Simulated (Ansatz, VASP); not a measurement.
## TaSi2: 4 runs at one level of theory

The starting cell:

```
CELL_PARAMETERS angstrom
4.78000 0.00000 0.00000
-2.39000 4.13960 0.00000
0.00000 0.00000 6.56400
ATOMIC_POSITIONS crystal
Ta 0.00000 0.50000 0.16667
Ta 0.50000 0.50000 0.83333
Ta 0.50000 0.00000 0.50000
Si 0.33330 0.16665 0.16667
Si 0.16665 0.83335 0.83333
Si 0.83335 0.66670 0.50000
Si 0.66670 0.83335 0.16667
Si 0.83335 0.16665 0.83333
Si 0.16665 0.33330 0.50000
```

Alike in all runs: task relaxation of cell and atoms; functional PBE; k mesh 5 × 5 × 3; occupations fermi-dirac, width 0.05 eV; no spin polarisation; no spin-orbit coupling.

```
                           program and potentials  plane-wave cutoff (eV)                                      notes  equilibrium volume (Å³/atom)
                               Ansatz, Ansatz PAW                     420     7 valence electrons an atom on average                         14.67
   VASP, PBE PAW files Si, Ta, release 54, 600 eV                     600  4.33 valence electrons an atom on average                         14.66
VASP, PBE PAW files Si, Ta_pv, release 54, 600 eV                     600  6.33 valence electrons an atom on average                         14.68
      VASP, PBE PAW files Si_GW, Ta_sv_GW, 600 eV                     600     7 valence electrons an atom on average                         14.67
```

The equilibrium volume spans 14.66 (VASP, PBE PAW files Si, Ta, release 54, 600 eV) to 14.68 Å³/atom (VASP, PBE PAW files Si, Ta_pv, release 54, 600 eV). Relaxations stop with a little pressure left, so the last digit of a volume isn't settled.

Differences between rows come from potentials, basis sets and numerical settings, since the functional is the same but for its coding. Runs on potential files found faulty are left out.
